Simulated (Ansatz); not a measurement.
Theory: DFT PBE, scalar-relativistic, plane waves, PAW (Ansatz). The final run on the 2-atom cell used 420 eV, a Γ-centred 8×8×8 mesh, 0.02 eV smearing and no spin polarisation.

Formation energies are uncorrected and count from the elements' standard states at the same level.

Question: Find a candidate cubic semiconductor that holds Te and 1 more element, with a gap near 2.0 eV, a formation energy near −0.36 eV/atom and a density near 4.99 g/cm³, in a cell of 2 atoms.

Answer: BeTe, space group F-43m (No. 216). Be has 4 Te at 2.45 Å; Te is surrounded by 4 Be at 2.45 Å.

```yaml
crystal:
  lattice:
    - [0.00000, 2.83180, 2.83180]
    - [2.83180, 0.00000, 2.83180]
    - [2.83180, 2.83180, 0.00000]
  atoms:
    - { symbol: Be, position: [0.50000, 0.50000, 0.50000] }
    - { symbol: Te, position: [0.25000, 0.25000, 0.25000] }
```

- Volume per atom: 22.71 Å³
- Density: 4.99 g/cm³
- Formation energy: −0.361 eV/atom
- Gap on the 8×8×8 mesh of the 2-atom cell: 2.03 eV

The cell was reached from a generator's guess, though it ends in a space group that the Crystallography Open Database lists for this formula. Other answers may fit too; this one was computed.

Spin–orbit coupling, which can matter for Te, is left out. Kohn–Sham gaps at this level usually fall short of measured ones. The missing spin–orbit coupling can work the other way here. The reference form of Te is held partly by dispersion forces, which this level lacks. This cell was reached by moving the atoms of another relaxed cell at random and relaxing again, last within the group found; it had no such test of its own.
